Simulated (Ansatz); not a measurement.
Set up this calculation in Ansatz 0.2.0, as the native input.

```
Task                : projected density of states
Functional          : r2SCAN
Dispersion          : rVV10
Potentials or basis : Ansatz PAW
Cutoff              : 500 eV (not typed: the program's choice for these potentials)
k mesh              : 7 × 7 × 7
Occupations         : fermi-dirac, width 0.01 eV
Spin                : no spin polarisation
```

Crystal: Bi.

```
Bi
1.0
     2.26750    1.30914    3.93800
    -2.26750    1.30914    3.93800
     0.00000   -2.61828    3.93800
Bi
2
Direct
  0.76600 0.76600 0.76600
  0.23400 0.23400 0.23400
```

These files were run (other wordings do the same):

input.yaml

```yaml
crystal:
  lattice: { a: 4.535, b: 4.535, c: 11.814, alpha: 90.0, beta: 90.0, gamma: 120.0 }
  space_group: 166
  reduce_to_primitive: true
  atoms:
    - { symbol: Bi, wyckoff: "6c", position: [0.0, 0.0, 0.766] }
hamiltonian:
  xc: r2scan
  pseudopotentials: { kind: paw }
  dispersion: rvv10
kpoints:
  mp_grid: { grid: [7, 7, 7] }
scf:
  occupations: { method: fermi_dirac, width: 0.01 }
  n_extra_bands: 6
output:
  forces: true
  stress: true
  eigenvalues: true
  dos: { projected: true, de: 0.05, nscf_kmesh: { grid: [11, 11, 11] } }
  write_density: true
  write_potential: true
  elf: true
  volumetric_format: npy
```

Potentials or basis: Ansatz PAW.

Command:

```console
$ ansatz run input.yaml --threads 1 --pin off --max-ram 2560MiB --backend cpu --events-out ev --progress --plain --runs-dir out
```

It gave:

The pressure is 0.3 GPa. The largest force is 0.038 eV/Å and the band gap on the k mesh is 0.29 eV, indirect (least direct gap 0.62 eV).

Caveat: odd divisions of the mesh miss points on the zone boundary, where band edges often lie, so the gap on the mesh can be too wide; spin-orbit coupling is left out, which as a rule narrows the gap of such compounds by several tenths of an eV; the PAW data sets come from PBE, with cores solved anew for the run's functional, which leaves a small shift of forces and pressure.

Wall time 36 s on 1 thread of Arm Neoverse V1, on a shared host, peak memory 0.66 GiB.
